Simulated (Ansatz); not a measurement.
Crystal: Rb.

```
Rb
1.0
    -2.80250    2.80250    2.80250
     2.80250   -2.80250    2.80250
     2.80250    2.80250   -2.80250
Rb
1
Direct
  0.00000 0.00000 0.00000
```

```yaml
Program: Ansatz 0.2.0
Task: single point
Functional: PBE
Potentials_or_basis: all-electron LAPW, scalar-relativistic
Cutoff: 52 eV (chosen from the basis error)
Basis_error_allowed: 0.001 eV/atom
k_mesh: 7 × 7 × 7
Occupations: fermi-dirac, width 0.05 eV
Spin: no spin polarisation
```

On this cell: pressure 0.1 GPa; band gap on the k mesh none (metal or under the smearing width).

The same run follows on a disturbed copy (cell strained at random at fixed volume):

```
Rb
1.0
    -2.92087    2.82641    2.71242
     2.91628   -2.85910    2.74053
     2.84329    2.78152   -2.74511
Rb
1
Direct
  0.00230 0.99471 0.99463
```

Task: What changes?

Result: The energy (extrapolated to zero smearing) moves by +0.1 meV/atom; pressure 0.1 GPa; band gap on the k mesh none (metal or under the smearing width).

Stress tensor (GPa, compression positive):
```
0.12 0.07 0.01
0.07 0.10 0.03
0.01 0.03 0.07
```
